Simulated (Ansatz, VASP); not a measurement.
**KBr: VASP beside Ansatz**

```xyz
2
Lattice="0.0296 3.3022 3.3022 3.3022 0.0296 3.3022 3.3318 3.3318 0.0000" Properties=species:S:1:pos:R:3 pbc="T T T"
K     0.0000    0.0000    0.0000
Br    3.3318    3.3318    3.3022
```

Change from the starting cell: shear_xy strain +1.8%.

Alike in both runs: task single point; functional PBE; k mesh 6 × 6 × 6; occupations fermi-dirac, width 0.02 eV; no spin polarisation.

|  | VASP | Ansatz |
| --- | --- | --- |
| version | VASP 6.6.1 | Ansatz 0.2.0 |
| potentials or method | VASP PAW PBE potentials, release 64 (K_sv, Br) | plane waves, PAW |
| plane-wave cutoff (eV) | 520 | 420 |
| valence electrons in the cell | 16 | 16 |

|  | VASP | Ansatz | Ansatz less VASP |
| --- | --- | --- | --- |
| gap on the k mesh at the Fermi level (eV) | 4.41 | 4.41 | +0.002 |
| pressure (GPa) | 0.7 | 0.7 | -0.04 |
| largest component of the traceless stress (GPa) | 0.09 | 0.09 | +0.001 |
